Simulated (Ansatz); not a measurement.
As: single point with PBE

Crystal: As.

```
CELL_PARAMETERS angstrom
1.88080 1.08588 3.51406
-1.88080 1.08588 3.51406
0.00000 -2.17176 3.51406
ATOMIC_POSITIONS crystal
As 0.22600 0.22600 0.22600
As 0.77400 0.77400 0.77400
```

```json
{
 "Program": "Ansatz 0.2.0",
 "Task": "single point",
 "Functional": "PBE",
 "Potentials or basis": "Ansatz PAW",
 "Cutoff": "420 eV (not typed: the program's choice for these potentials)",
 "k mesh": "9 × 9 × 9",
 "Occupations": "gaussian, width 0.016 eV",
 "Spin": "no spin polarisation"
}
```

```
Pressure      : 3.7 GPa
Largest force : 0.431 eV/Å
```

Forces in eV/Å, atoms in the order of the input:
```
As   0.000  0.000  0.431
As   0.000  0.000 -0.431
```

Stress tensor (GPa, compression positive):
```
3.89 0.00 0.00
0.00 3.89 0.00
0.00 0.00 3.43
```

Levels at points of the mesh, in eV from the Fermi level:
| k point | band 13 | band 14 | band 15 | band 16 | band 17 | band 18 |
| --- | --- | --- | --- | --- | --- | --- |
| (0.00, 0.00, 0.00) | -2.48 | -2.04 | -2.04 | 1.61 | 2.91 | 2.91 |

It took 1.5 s on 2 threads of Arm Neoverse V2, on a shared host, peak memory 0.34 GiB.
